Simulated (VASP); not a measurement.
## TiB2: relaxation of cell and atoms with r2SCAN

The system is TiB2.

```
Ti B
1.0
     3.02785    0.00000    0.00000
    -1.51392    2.62219    0.00000
     0.00000    0.00000    3.22869
Ti B
1 2
Direct
  0.00000 0.00000 0.00000
  0.33333 0.66667 0.50000
  0.66667 0.33333 0.50000
```

The cell was built by a generator and needn't be a form met in nature.

- Program: VASP 6.6.1
- Task: relaxation of cell and atoms
- Functional: r2SCAN
- Potentials or basis: VASP PAW PBE potentials, release 64 (Ti_sv, B)
- Cutoff: 600 eV
- k mesh: 15 × 15 × 11
- Occupations: methfessel-paxton, width 0.1 eV
- Spin: no spin polarisation
- Further INCAR settings: ALGO = Normal; EDIFF = 1e-07; IBRION = 2; EDIFFG = -0.005; NSW = 90; ISIF = 3

* Relaxed volume: 8.54 Å³/atom
* Relaxed cell: a = 3.027 Å, b = 3.027 Å, c = 3.228 Å, α = 90.00°, β = 90.00°, γ = 120.00°
* Space group after relaxing (to 0.05 Å): P6/mmm (No. 191)
* Energy gained by relaxing: 0.0 meV/atom
* Ionic steps: 3
* Pressure after relaxing: 0.0 GPa
* Band gap on the k mesh: none (metal or under the smearing width)

Final structure:
```
CELL_PARAMETERS angstrom
3.02720 0.00000 0.00000
-1.51360 2.62163 0.00000
0.00000 0.00000 3.22825
ATOMIC_POSITIONS crystal
Ti 0.00000 0.00000 0.00000
B 0.33333 0.66667 0.50000
B 0.66667 0.33333 0.50000
```

Levels at points of the mesh, in eV from the Fermi level:
| k point | band 7 | band 8 | band 9 | band 10 | band 11 | band 12 |
| --- | --- | --- | --- | --- | --- | --- |
| (0.00, 0.00, 0.00) | -2.77 | -2.62 | -2.20 | 1.98 | 1.98 | 3.85 |

It took 4.2 min on 1 thread of Intel(R) Xeon(R) Platinum 8488C (Sapphire Rapids), with other jobs on the host, peak memory 0.2 GiB.

Caveat: the PAW data sets were made with another functional, which shifts forces and pressure a little.
